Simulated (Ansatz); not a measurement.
**Bands of Ti**

```
CELL_PARAMETERS angstrom
2.95000 0.00000 0.00000
-1.47500 2.55477 0.00000
0.00000 0.00000 4.68600
ATOMIC_POSITIONS crystal
Ti 0.33333 0.66667 0.25000
Ti 0.66667 0.33333 0.75000
```

Atom numbers follow the list: Ti1, Ti2.

Conventional cell: a = 2.950 Å, b = 2.950 Å, c = 4.686 Å, α = 90.00°, β = 90.00°, γ = 120.00°. Ti (atom 1) has 12 Ti at 2.90 to 2.95 Å as nearest neighbours.

The geometry is COD entry 9008517, unchecked; take it as a test cell.

These are results of DFT, PBE, all-electron LAPW, Dirac equation with spin-orbit coupling in Ansatz 0.2.0, not measurements.

Numerical set-up: a Γ-centred 14×14×8 k mesh, Fermi–Dirac smearing of 0.05 eV, basis error target 0.25 meV/atom, no spin polarisation.

Points in fractions of the reciprocal vectors of this cell: Γ (0, 0, 0), M (0.5, 0, 0), K (0.333, 0.333, 0), A (0, 0, 0.5), L (0.5, 0, 0.5), H (0.333, 0.333, 0.5). The path joins them by straight lines in the order Γ–M–K–Γ–A–L–H–A–L; legs that retrace an earlier one aren't tabulated. Energies are in eV from the Fermi level.

(1) List the levels at K between -20 and 0.5 eV.

(2) List the levels at A between -20 and 0.5 eV.

(3) List the levels at H between -20 and 0.5 eV.

(4) What is the band gap?

Results:

(1) -1.64 (×2), -1.38 (×2), -1.36 (×2), -1.28 (×2), 0.22 (×2), 0.23 (×2).

(2) -4.32 (×4), 0.07 (×4).

(3) -1.23 (×2), -1.21 (×2), -1.06 (×2), -1.05 (×2), -0.23 (×2), -0.23 (×2).

(4) none: bands cross the Fermi level, a metal.
